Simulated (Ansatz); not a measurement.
Results of PBEsol+SOC (plane waves, PAW; Ansatz, a program for electronic structure) for cubic perovskite CsPbI₃ (cubic high-temperature phase).

Numerical settings: plane-wave cutoff 520 eV, 6×6×6 k mesh, Fermi–Dirac smearing 0.01 eV, PAW data made under PBE.

Computed at the level's own relaxed cell.

Question: What does this level give for the Γ–Γ gap, bulk modulus and band gap?

Answer: 
- Γ–Γ gap: 3.88 eV
- bulk modulus: 16.9 GPa
- band gap: 0.06 eV (direct)

Note: the relaxation could not lower the start's symmetry, so the cell can be a saddle point above a distorted one.
